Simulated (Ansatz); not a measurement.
Runs of Ansatz 0.2.0 on MnS. The structure is cubic, space group F-43m (No. 216). Conventional cell: a = 4.947 Å, b = 4.947 Å, c = 4.947 Å, α = 90.00°, β = 90.00°, γ = 90.00°. Mn (site symmetry -43m) is surrounded by 4 S at 2.14 Å. S (site symmetry -43m) has 4 Mn at 2.14 Å as nearest neighbours. The cell is a database's computed one.

| task | level | cell | k mesh | cutoff (eV) | smearing | gap on the mesh (eV) | pressure (GPa) | moment (μB) | relaxed volume (Å³/atom) |
| --- | --- | --- | --- | --- | --- | --- | --- | --- | --- |
| phonons | LDA | as given | 7 × 7 × 7 | 371 | fermi-dirac 0.05 eV | none | - | 0.21 | - |
| single point | PBE | as given | 9 × 9 × 9 | 344 | gaussian 0.029 eV | none | 2.9 | 0.23 | - |
| relaxation of cell and atoms | RPBE | relaxed | 9 × 9 × 9 | - | fermi-dirac 0.05 eV | - | 0.0 | (a) | 15.85 |
| relaxation of cell and atoms | revPBE+D3(BJ) | relaxed | 9 × 9 × 9 | - | fermi-dirac 0.05 eV | - | 0.0 | 0.19 | (b) |
| relaxation of cell and atoms | revPBE+D4 | relaxed | 9 × 9 × 9 | - | fermi-dirac 0.05 eV | - | 0.0 | 0.20 | 14.66 |

Alike in all rows: potentials or basis all-electron LAPW, scalar-relativistic; spin collinear, ferromagnetic start; basis error allowed 0.001 eV/atom.

Task: Estimate the missing entries.

Result: (a) 0.25; (b) 14.59.

Caveats: the moment fell far below its start of 4 μB, so a state of higher moment may lie lower in energy; the starting moments weren't kept (some runs); semilocal functionals often make such compounds metallic where correlation or magnetic order opens a gap, which also shifts bond lengths (some runs); the k mesh is thin for a metal, which can move the energy by tens of meV per atom (some runs); a metal's response needs a denser mesh (some runs); the program listed the state as in doubt (some runs).

A gap of «none» marks a metal or a gap under the smearing width.
